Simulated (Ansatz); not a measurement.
## A series in volume scale on Sb

Results calculated with Ansatz 0.2.0, not measured. Plane-wave DFT, scalar-relativistic PAW made under PBE with cores redone for the functional, no dispersion; the given relaxed cell is scaled uniformly, energy at zero smearing counts from the unscaled cell, pressure at the given Fermi-Dirac smearing is positive in compression.

The cell before it is scaled or strained (space group Fd-3m, No. 227):
```
cell vectors (Å)
   0.0000     3.4985     3.4985
   3.4985     0.0000     3.4985
   3.4985     3.4985     0.0000
atoms (fractions of the cell vectors)
Sb  0.12500  0.12500  0.12500
Sb  0.87500  0.87500  0.87500
```

Settings of every row: spin polarised no; functional PBE; wave cutoff 420 eV; smearing width 0.1 eV; k mesh 9x9x9.

Atom starting moment: 0 on all atoms.

Limits: the cell comes from a prototype or a list of computed structures and needn't be the stable phase.

| row | volume scale | V (Å³/atom) | pressure (GPa) | energy change per atom (meV) |
| --- | --- | --- | --- | --- |
| 1 | 0.88 | 37.682 | 5.05 | 74.24 |
| 2 | 0.92 | 39.394 | ? | ? |
| 3 | 0.96 | 41.107 | 1.33 | 7.32 |
| 4 | 1.04 | 44.533 | -1.17 | 6.08 |
| 5 | 1.08 | 46.245 | -2.09 | 23.18 |
| 6 | 1.12 | 47.958 | -2.84 | 49.3 |

Question: what pressure and energy change per atom should row 2 give?

Worked fit of pressure. Take u = (V_r/V)^(2/3) − 1 with V_r = 44.533 Å³ an atom, which is twice the finite (Eulerian) strain; such expansions in the strain, on which the Birch-Murnaghan equation of state is built, carry the rest volume and the bulk modulus. The shown rows have u = 0.1178, 0.05482, 0, -0.02483, -0.0482. Least squares give pressure = −1.176 + 39.764 × u + 110.92 × u² GPa; a straight line predicts inner rows, each left out in turn, worse (root mean square 0.37 against 0.012 GPa). The rows lie off it by 0.00, -0.01, 0.01, 0.00, -0.01. The pressure vanishes at u = 0.0275, or V = 42.76 Å³ an atom, and there the bulk modulus at fixed shape and fractions is B = −V dP/dV = (2/3)(1 + u) dP/du = 31.4 GPa. The withheld row has u = 0.08518, so the fit gives −1.176 + 39.764 × (0.08518) + 110.92 × (0.08518)² = 3.02 GPa.

The calculation gave 3 GPa. The fit lies 0.02 GPa (0.25 % of the column's range) above it; its largest miss of a shown row is 0.01 GPa.

Worked fit of energy change per atom. Take u = (V_r/V)^(2/3) − 1 with V_r = 44.533 Å³ an atom, which is twice the finite (Eulerian) strain; such expansions in the strain, on which the Birch-Murnaghan equation of state is built, carry the rest volume and the bulk modulus. The shown rows have u = 0.1178, 0.05482, 0, -0.02483, -0.0482. Least squares give energy change per atom = 6.159 − 466.539 × u + 8868.35 × u² meV; a straight line predicts inner rows, each left out in turn, worse (root mean square 29 against 0.14 meV). The rows lie off it by -0.03, 0.09, -0.08, -0.03, 0.05 (root mean square 0.061 meV). Its lowest point lies at u = 0.0263, or V = 42.83 Å³ an atom, and the curvature there gives the bulk modulus at fixed shape and fractions, B = (4/9)(1 + u)² E″(u)/V = 31.1 GPa. The withheld row has u = 0.08518, so the fit gives 6.159 − 466.539 × (0.08518) + 8868.35 × (0.08518)² = 30.76 meV.

The calculation gave 30.9 meV. The fit lies 0.14 meV (0.21 % of the column's range) below it; its largest miss of a shown row is 0.09 meV.
